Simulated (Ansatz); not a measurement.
# AlFe3 (Fm-3m): equation of state

An exercise on one series of results from a longer session: the logs are not shown, and one member is left open.

Computed with Ansatz 0.2.0 (DFT r²SCAN, scalar-relativistic, plane waves, PAW, unless a step's input says otherwise).

### The system as given

The structure is cubic, space group Fm-3m (No. 225). The conventional cell has a = 5.780 Å, b = 5.780 Å, c = 5.780 Å, α = 90.00°, β = 90.00°, γ = 90.00°. Al (site symmetry m-3m) is surrounded by 8 Fe at 2.50 Å. Fe (site symmetry m-3m) is surrounded by 8 Fe at 2.50 Å. Fe (site symmetry -43m) is surrounded by 4 Al at 2.50 Å and 4 Fe at 2.50 Å.

As a file:

```cif
data_structure
_symmetry_space_group_name_H-M 'P 1'
_symmetry_Int_Tables_number 1
_cell_length_a 4.0872
_cell_length_b 4.0872
_cell_length_c 4.0872
_cell_angle_alpha 60.000
_cell_angle_beta 60.000
_cell_angle_gamma 60.000
_cell_volume 48.28
loop_
_atom_site_label
_atom_site_type_symbol
_atom_site_fract_x
_atom_site_fract_y
_atom_site_fract_z
_atom_site_occupancy
Al1 Al 0.00000 0.00000 0.00000 1
Fe1 Fe 0.50000 0.50000 0.50000 1
Fe2 Fe 0.25000 0.25000 0.25000 1
Fe3 Fe 0.75000 0.75000 0.75000 1
```

This cell comes from an earlier session at r²SCAN: 12.070 Å³/atom at -0.02 GPa, on a 12×12×12 mesh.

Volume factors to run: 0.980, 1.020, 0.960, 1.040.

Set-up of the first run:

Input file input.yaml:

```yaml
crystal:
  lattice:
    - [0.0, 2.8707222949, 2.8707222949]
    - [2.8707222949, 0.0, 2.8707222949]
    - [2.8707222949, 2.8707222949, 0.0]
  atoms:
    - { symbol: Al, position: [0.0, 0.0, 0.0] }
    - { symbol: Fe, position: [0.5, 0.5, 0.5], spin: 2.89 }
    - { symbol: Fe, position: [0.25, 0.25, 0.25], spin: 2.88 }
    - { symbol: Fe, position: [0.75, 0.75, 0.75], spin: 2.88 }
basis:
  ecutwfc: 500
  ecutrho_ratio: 4
kpoints:
  mp_grid: { grid: [12, 12, 12] }
hamiltonian:
  xc: r2scan
scf:
  occupations: { method: gaussian, width: 0.05 }
output:
  forces: true
  stress: true
  eigenvalues: true
  populations: true
magnetization:
  spin_polarized: true
```

Run with:

```
$ ansatz run input.yaml --threads 4 --pin off --max-ram 10240MiB --backend cpu --events-out ev --progress --plain --runs-dir out
```

Steps of the session up to this table: Volume × 0.980; At 1.020 of the relaxed volume; Scaling the volume by 0.960; At 1.040 of the relaxed volume.

One of the session's tables, all rows but one given; the rest of the session is left out.

It belongs to the step «The fit». 

| volume (Å³/atom) | energy (meV/atom) | pressure (GPa) | moment of atom 3 (μB) |
| --- | --- | --- | --- |
| 11.587 | 9.51 | 6.47 | 2.51 |
| 11.829 | ? | ? | ? |
| 12.070 | 0.00 | -0.02 | 2.62 |
| 12.312 | 2.21 | -2.78 | 2.67 |
| 12.553 | 7.87 | -4.65 | 2.75 |

Estimate the missing values for volume (Å³/atom) = 11.829.

Worked estimate for «energy (meV/atom)». A straight line through the neighbours (11.587, 9.51) and (12.070, 0.00) gives 9.51 + (0.00 − 9.51) × (11.829 − 11.587) / (12.070 − 11.587) = 4.75; a parabola fitted to 3 rows on both sides gives 2.43.

As computed: energy (meV/atom): 2.37; pressure (GPa): 3.32; moment of atom 3 (μB): 2.58. In «energy (meV/atom)» the line misses by +2.38 and the parabola by +0.06.

To keep in mind: Warnings in the runs' records: stability check not made.
